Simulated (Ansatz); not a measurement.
FeCo (Pm-3m): from strained cells to moduli

```xyz
2
Lattice="2.7646 0.0000 0.0000 0.0000 2.7646 0.0000 0.0000 0.0000 2.7646" Properties=species:S:1:pos:R:3 pbc="T T T"
Fe    1.3823    1.3823    1.3823
Co    0.0000    0.0000    0.0000
```

Starting moments along z (μB): Fe1 +2.6, Co2 +1.7.

The conventional cell has a = 2.765 Å, b = 2.765 Å, c = 2.765 Å, α = 90.00°, β = 90.00°, γ = 90.00°. Fe (atom 1) is surrounded by 8 Co at 2.39 Å. Co (atom 2) is surrounded by 8 Fe at 2.39 Å.

Computed, not measured; unless marked otherwise by LDA, all-electron LAPW in Ansatz 0.2.0, scalar-relativistic, spin-polarised. k mesh 16×16×16, Fermi-Dirac smearing of 0.080 eV, basis error target 1 meV/atom. The cell was relaxed by PAW under this functional, which moved its volume by -9 % from the database entry's.

The converged moment is 4.31 μB for the cell that the program solved.

The cell is cubic and carries a residual pressure of -0.15 GPa at this level. Each strain component that symmetry leaves independent is applied at ±0.005, the ions relax wherever a strain frees them, and the stress (tension positive, GPa) is read. Shears are engineering strains, γ = 2ε.

| strain | size | σxx | σyy | σzz | σyz | σxz | σxy |
| --- | --- | --- | --- | --- | --- | --- | --- |
| xx | -0.005 | -1.4297 | -0.9169 | -0.9169 | 0.0000 | 0.0000 | 0.0000 |
| xx | +0.005 | 1.6903 | 1.1888 | 1.1888 | 0.0000 | 0.0000 | 0.0000 |
| yz | -0.005 | 0.1404 | 0.1457 | 0.1457 | -0.7717 | 0.0000 | 0.0000 |
| yz | +0.005 | 0.1404 | 0.1457 | 0.1457 | 0.7717 | 0.0000 | 0.0000 |

A central difference gives one constant, for example C11 ≈ (1.6903 − (-1.4297))/(0.01) = 312.0 GPa; the program then imposes the crystal's symmetry on the whole matrix.

(1) What are the independent elastic constants?

(2) Do they meet the Born conditions?

(3) What moduli does a random aggregate of grains have?

(4) With the density of 9.020 g/cm³, how fast does sound travel, and what Debye temperature follows?

(5) How far do the constants move if PAW replaces LAPW in the same cell?

(6) How do the constants change if the ions are clamped to the homogeneous strain?

Results:

(1) C11 = 312.0, C12 = 210.6, C44 = 154.3 GPa.

(2) C11 − C12 = 101.4, C11 + 2C12 = 733.1 and C44 = 154.3 GPa must all be positive, so the crystal is elastically stable; that says nothing yet of its phonons.

(3) B = (C11 + 2C12)/3 = 244.4 GPa. G_V = (C11 − C12 + 3C44)/5 = 112.9 and G_R = 5(C11 − C12)C44/(4C44 + 3(C11 − C12)) = 84.9, so G_H = 98.9 GPa. Then E = 9BG/(3B + G) = 261.5 GPa, ν = (3B − 2G)/(6B + 2G) = 0.322 and B/G = 2.47, on the ductile side of Pugh's 1.75 (a rule of thumb).

(4) 

| direction | slow (m/s) | middle (m/s) | fast (m/s) |
| --- | --- | --- | --- |
| [100] | 4137 | 4137 | 5881 |
| [110] | 2371 | 4137 | 6788 |
| [111] | 3074 | 3074 | 7065 |

The mean of v⁻³ over directions and branches gives v_m = 3636 m/s and θ_D = (ħ/k_B) v_m (6π²n)^(1/3) = 493 K, n being atoms per volume. Young's modulus spans 142 to 383 GPa over directions, and the universal anisotropy index is 1.65.

(5) 

```tsv
constant	LAPW (GPa)	PAW (GPa)	difference
C11	312.0	312.5	0.5
C12	210.6	211.4	0.8
C44	154.3	154.7	0.4
```

(6) None moves by more than 0.3 GPa: by symmetry a homogeneous strain puts no force on these sites.

Known limits: a lower magnetic state may exist; responses of metals move with mesh and smearing; the frozen-core PAW files of the compared runs were fitted under PBE, their cores solved anew for this functional.
